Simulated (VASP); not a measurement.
Crystal: Ga2O.

```
CELL_PARAMETERS angstrom
3.75268 0.00000 0.00000
-1.87634 3.24992 0.00000
0.00000 0.00000 3.73705
ATOMIC_POSITIONS crystal
Ga 0.66667 0.33333 0.50000
Ga 0.33333 0.66667 0.50000
O 0.00000 0.00000 0.00000
```

The cell was built by a generator and needn't be a form met in nature.

```yaml
Program: VASP 6.6.1
Task: relaxation of cell and atoms
Functional: PBE
Potentials_or_basis: VASP PAW PBE potentials, release 64 (Ga_d, O)
Cutoff: 600 eV
k_mesh: 8 × 8 × 7
Occupations: gaussian, width 0.05 eV
Spin: no spin polarisation
```

At the start: pressure 18.7 GPa; volume 15.19 Å³/atom.

Question: Where does the relaxation end?

Answer: Over 9 steps the energy falls by 449.9 meV/atom and the volume is 15.83 Å³/atom (+4.2 %); space group P6/mmm (No. 191, to 0.05 Å).

Step by step:
```csv
step,energy change (eV),largest force (eV/Å),pressure (GPa),volume (Å³)
1,0.0000,0.0000,18.72,45.58
2,-1.0634,0.0000,-6.30,57.56
3,-1.0868,0.0000,-3.71,55.11
4,-1.0891,0.0000,-4.26,55.55
5,-1.2394,0.0000,-3.12,52.54
6,-1.3276,0.0000,-1.58,49.67
7,-1.2673,0.0000,4.44,43.95
8,-1.3495,0.0000,-0.28,47.79
9,-1.3498,0.0000,-0.01,47.50
```

Final structure:
```cif
data_structure
_symmetry_space_group_name_H-M 'P 1'
_symmetry_Int_Tables_number 1
_cell_length_a 4.2369
_cell_length_b 4.2369
_cell_length_c 3.0552
_cell_angle_alpha 90.000
_cell_angle_beta 90.000
_cell_angle_gamma 120.000
_cell_volume 47.50
loop_
_atom_site_label
_atom_site_type_symbol
_atom_site_fract_x
_atom_site_fract_y
_atom_site_fract_z
_atom_site_occupancy
Ga1 Ga 0.66667 0.33333 0.50000 1
Ga2 Ga 0.33333 0.66667 0.50000 1
O1 O 0.00000 0.00000 0.00000 1
```
